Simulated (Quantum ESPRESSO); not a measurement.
GaN: zone-centre phonons and dielectric response under several settings

```xyz
2
Lattice="0.0000 2.2535 2.2535 2.2535 0.0000 2.2535 2.2535 2.2535 0.0000" Properties=species:S:1:pos:R:3 pbc="T T T"
Ga    0.0000    0.0000    0.0000
N     1.1268    1.1268    1.1268
```

The cell is a database's computed one.

All runs used Quantum ESPRESSO 7.5; k mesh 8 × 8 × 8, shifted; relaxed cell; no spin polarisation; cutoff 762 eV; occupations smeared at first, fixed for the response.

```csv
level,potentials,volume (Å³/atom),lowest optical mode without the field (cm⁻¹),highest mode with the field (cm⁻¹),ε∞ (mean),ε0 (mean),Born charge of atom 1 (e)
LDA,GBRV 1.5 LDA,11.10,552,731,5.75,10.1,2.64
PBE,GBRV 1.5 PBE,11.78,516,692,6.09,11.0,2.69
WC,GBRV 1.5 PBE,11.44,534,709,6.05,10.6,2.67
PW91,GBRV 1.5 PBE,?,?,?,?,?,?
revPBE,GBRV 1.5 PBE,11.95,507,684,6.09,11.1,2.70
vdW-DF-cx,GBRV 1.5 PBE,11.46,534,709,6.05,10.7,2.67
```

Q: What stands in the row left open?

A: Volume 11.76 Å³/atom; lowest optical mode without the field 516 cm⁻¹; highest mode with the field 692 cm⁻¹; ε∞ 6.08; ε0 10.9; Born charge of atom 1 2.69 e.

Caveats: the potentials were made for another functional, which shifts forces and pressure (some runs); before the sum rule the acoustic modes lie tens of cm⁻¹ from zero, a sign that the density grid also shifts the optical modes (some runs).

For the row left open. Caveat: the potentials were made for another functional, which shifts forces and pressure; before the sum rule the acoustic modes lie tens of cm⁻¹ from zero, a sign that the density grid also shifts the optical modes.
